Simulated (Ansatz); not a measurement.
Results of r²SCAN+rVV10 in Ansatz (plane waves, PAW) for cubic perovskite CsPbI₃ (cubic high-temperature phase).

Output (set-up and result lines):

```
Crystal: 5 atoms, lattice volume = 246.543 Å³
Basis set: ecut = 560 eV, 7441 PW (Γ), exchange–correlation on 150×150×150 points (27 copies of the dense FFT grid, shifted against one another)
Bands: 45, of which v1, the nominal top of the filled ones, is band 37 counted from 1 (36 counted from 0)
Symmetry: 48 space group operations
Space group: Pm-3m (ITA 221), of the structure as read, at distance tolerance 6.3e-5 Å
k-points: 20 of 216
Functional: x = r2scan, c = r2scan + rvv10(b = 11.95, C = 0.0093); τ floored in thin density (d = 2e-4 eV/Å³)
SCF iter   1: F=—  HF=-40184.700279 eV  |F-HF|=—  |Δ(HF+E_count)|=         —  Δρ=3.29e-3  dr2=2.62e-2  dr2_τ=2.43e-3
SCF iter   2: F=—  HF=-40184.729649 eV  |F-HF|=—  |Δ(HF+E_count)|=   2.94e-2  Δρ=1.36e-3  dr2=5.10e-3  dr2_τ=2.25e-4
  ...
SCF iter   7: F=—  HF=-40184.730824 eV  |F-HF|=—  |Δ(HF+E_count)|=   3.48e-8  Δρ=1.11e-6  dr2=5.59e-9  dr2_τ=9.26e-11
SCF iter   8: F=-40184.730824 eV  HF=-40184.730824 eV  |F-HF|=7.28e-11  |Δ(HF+E_count)|=   1.35e-9  Δρ=3.15e-7  dr2=2.50e-10  dr2_τ=1.09e-11
SCF 1 converged in 8 iterations: F = -40184.730824 eV  dr2 = 2.50e-10
SCF converged after 8 iterations
Free energy (F): -40184.730824 eV
Internal energy: -40184.730824 eV  (E = F + TS)
E sigma→0 (E₀):  -40184.730824 eV
Fermi energy:    4.989332 eV
--- Forces (eV/Å), atoms counted from 1 ---
  atom   1  Cs    -0.00000000     0.00000000    -0.00000000
  atom   2  Pb     0.00000000    -0.00000000    -0.00000000
  atom   3  I     -0.00000000    -0.00000000     0.00000000
  atom   4  I      0.00000000     0.00000000    -0.00000000
  atom   5  I     -0.00000000    -0.00000000    -0.00000000
--- Stress (GPa, compression-positive) ---
       -0.000590      -0.000000       0.000000
        0.000000      -0.000590       0.000000
        0.000000       0.000000      -0.000590
  P = ⅓ Tr σ = -0.0006 GPa (-0.006 kbar)
```

### Question
Write an input file that could have produced this run (the log leaves some choices open).

### Answer
This is not unique; one that fits is 
Ansatz 0.2 input:
```yaml
crystal:
  lattice:
    - [6.270429768, 0.0, 0.0]
    - [0.0, 6.270429768, 0.0]
    - [0.0, 0.0, 6.270429768]
  atoms:
    - { symbol: Cs, position: [0.0, 0.0, 0.0] }
    - { symbol: Pb, position: [0.5, 0.5, 0.5] }
    - { symbol: I, position: [0.5, 0.0, 0.5] }
    - { symbol: I, position: [0.0, 0.5, 0.5] }
    - { symbol: I, position: [0.5, 0.5, 0.0] }
basis:
  ecutwfc: 560
  ecutrho_ratio: 4
  xc_grid: 3
kpoints:
  mp_grid: { grid: [6, 6, 6] }
hamiltonian:
  xc: r2scan
  dispersion: rvv10
  pseudopotentials: { kind: paw }
scf:
  occupations: { method: fermi_dirac, width: 0.01 }
  convergence: { dr2_threshold: 0.0000000005 }
output:
  forces: true
  stress: true
  eigenvalues: true
```

The PAW data were made under PBE.

Note: held by symmetry at 0 K, a high-temperature phase can be a saddle point.

The result took roughly 26 core-seconds.

Ansatz is an electronic-structure program.
